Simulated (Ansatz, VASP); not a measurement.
# Hg: VASP beside Ansatz

File INCAR:

```
SYSTEM = Hg
  PREC = Accurate
  ENCUT = 520
  EDIFF = 1E-7
  ISMEAR = -1
  SIGMA = 0.1
  LREAL = .False.
  LASPH = .True.
  NELM = 100
  ALGO = Normal
  ISIF = 2
  LWAVE = .False.
  LCHARG = .False.
  GGA = RP
  NBANDS = 12
```

Contents of KPOINTS:

```
Automatic mesh
0
Gamma
  9 9 9
  0 0 0
```

POSCAR

```
Hg
1.0
   -3.0309760655      3.0309760655      3.0309760655
    3.0309760655     -3.0309760655      3.0309760655
    3.0309760655      3.0309760655     -3.0309760655
Hg
1
Direct
    0.0000000000      0.0000000000      0.0000000000
```

Input for Ansatz:

```yaml
crystal:
  lattice:
    - [-3.0309760655, 3.0309760655, 3.0309760655]
    - [3.0309760655, -3.0309760655, 3.0309760655]
    - [3.0309760655, 3.0309760655, -3.0309760655]
  atoms:
    - { symbol: Hg, position: [0.0, 0.0, 0.0] }
hamiltonian:
  xc: rpbe
  pseudopotentials:
    kind: paw
    azcp:
      Hg: "pseudopotentials/Hg.paw.azcp"
basis:
  ecutwfc: 420
  fft_grid_basis: typed
kpoints:
  mp_grid: { grid: [9, 9, 9], shift: [0, 0, 0] }
magnetization:
  spin_polarized: false
scf:
  occupations: { method: fermi_dirac, width: 0.1 }
  lower_state_search: "off"
output:
  stress: true
  write_density: true
  write_potential: true
  elf: true
  volumetric_format: npy
```

Alike in both runs: task single point; functional RPBE; k mesh 9 × 9 × 9; occupations fermi-dirac, width 0.1 eV; no spin polarisation.

|  | VASP | Ansatz |
| --- | --- | --- |
| version | VASP 6.6.1 | Ansatz 0.2.0 |
| potentials or method | VASP PAW PBE potentials, release 64 (Hg) | plane waves (420 eV) with PAW, scalar-relativistic |
| plane-wave cutoff (eV) | 520 | 420 |
| valence electrons in the cell | 12 | 20 |

```tsv
	VASP	Ansatz	Ansatz less VASP
gap on the k mesh at the Fermi level (eV)	4.24	4.23	-0.008
pressure (GPa)	0.0	0.0	+0.02
```

The two sets of potentials don't hold the same shells in valence.

Caveats: the PAW data sets were made with another functional, which shifts forces and pressure a little (VASP); spin-orbit coupling is left out, which moves the levels of the heavy elements; an odd mesh through Γ misses points on the zone boundary, where band edges often lie. RPBE gaps usually lie below the measured ones, often by a third to a half.
